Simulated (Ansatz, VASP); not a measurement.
One calculation of GaSb3, two programs

```xyz
4
Lattice="0.0000 3.7306 3.7306 3.7306 0.0000 3.7306 3.7306 3.7306 0.0000" Properties=species:S:1:pos:R:3 pbc="T T T"
Ga    0.0000    0.0000    0.0000
Sb    1.8653    1.8653    1.8653
Sb    5.5959    5.5959    5.5959
Sb    3.7306    3.7306    3.7306
```

The cell comes from a database or a generator and needn't be the stable form of this composition.

Alike in both runs: task single point; functional PBE; dispersion D3(BJ); k mesh 4 × 4 × 4; occupations gaussian, width 0.1 eV; no spin polarisation.

```csv
,VASP,Ansatz
version,VASP 6.6.1,Ansatz 0.2.0
potentials or method,"VASP PAW PBE potentials, release 64 (Ga_d, Sb)","scalar-relativistic, plane waves, PAW"
plane-wave cutoff (eV),520,420
valence electrons in the cell,28,58
```

|  | VASP | Ansatz | Ansatz less VASP |
| --- | --- | --- | --- |
| gap on the k mesh at the Fermi level (eV) | none | none | - |
| pressure (GPa) | -5.2 | -5.1 | +0.12 |

A gap of «none» marks a metal or a gap that the smearing closes. The two sets of potentials don't hold the same shells in valence.

Caveats: the k mesh is coarse (spacing up to 0.36 Å⁻¹), so the values aren't converged; pairwise dispersion overbinds metals, which lowers pressure and volume. Spin-orbit coupling is left out, which matters for the levels of Sb.
